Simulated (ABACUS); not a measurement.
AlN:

```
Al N
1.0
     0.00000    2.18399    2.18399
     2.18399    0.00000    2.18399
     2.18399    2.18399    0.00000
Al N
1 1
Cartesian
  0.0000 0.0000 0.0000
  1.0920 1.0920 1.0920
```

Measurements of this composition are mostly on another form, of space group No. 186.

- Program: ABACUS 3.10.1
- Task: single point
- Functional: PBE
- Potentials or basis: PseudoDojo NC SR 0.4.1 PBE standard
- Cutoff: 1143 eV
- Density cutoff: 4572 eV
- Basis: plane waves
- k mesh: 10 × 10 × 10
- Occupations: fermi-dirac, width 0.05 eV
- Spin: no spin polarisation

On this cell: pressure 4.5 GPa; largest force zero by symmetry; band gap on the k mesh 3.32 eV, indirect (least direct gap 4.19 eV).

The same run follows on a disturbed copy (atoms moved at random, drawn with an rms of 0.05 Å):

```
Al N
1.0
     0.00000    2.18399    2.18399
     2.18399    0.00000    2.18399
     2.18399    2.18399    0.00000
Al N
1 1
Direct
  0.00035 0.99402 0.01127
  0.24779 0.25620 0.24190
```

Question: What does the disturbed cell give?

Answer: The energy moves by +10.6 meV/atom; pressure 4.8 GPa; largest force 0.765 eV/Å; band gap on the k mesh 3.17 eV, indirect (least direct gap 4.03 eV).

Forces on the atoms (eV/Å):
```
Al  -0.174 -0.695  0.270
N    0.174  0.695 -0.270
```

Stress tensor (GPa, compression positive):
```
 4.98 -1.33  3.44
-1.33  4.57  0.86
 3.44  0.86  4.95
```

A k mesh can miss the band edges.
